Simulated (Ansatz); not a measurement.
A run of Ansatz 0.2.0 is set up as follows.

File input.yaml:

```yaml
crystal:
  lattice:
    - [3.28372772, 0.0, 0.0]
    - [0.0, 34.85703099, 0.0]
    - [0.0, 0.0, 4.63208471]
  atoms:
    - { symbol: P, position: [0.5, 0.97026143, 0.90784928] }
    - { symbol: P, position: [0.5, 0.02973857, 0.09215072] }
    - { symbol: P, position: [0.0, 0.02973857, 0.40784928] }
    - { symbol: P, position: [0.0, 0.97026143, 0.59215072] }
hamiltonian:
  xc: pbe
  pseudopotentials: { kind: paw }
kpoints:
  mp_grid: { grid: [8, 2, 6] }
scf:
  occupations: { method: fixed }
output:
  eigenvalues: true
dielectric:
  method: response
```

Potentials or basis: Ansatz PAW.

Run with:

```bash
$ ansatz run input.yaml --threads 2 --pin off --max-ram 5632MiB --backend cpu --events-out ev --progress --plain --runs-dir out
```

**Question.** Predict the electronic dielectric tensor (diagonal).

**Answer.** 2.70, 1.15, 3.29.

**Question.** What does it give for the Born charges (mean of the diagonal)?

**Answer.** P +0.00 e.

**Question.** Predict the band gap on the k mesh.

**Answer.** 0.92 eV, direct.

Electronic dielectric tensor:
```
2.70 0.00 0.00
0.00 1.15 0.00
0.00 0.00 3.29
```

PBE gaps usually lie below the measured ones, often by a third to a half.
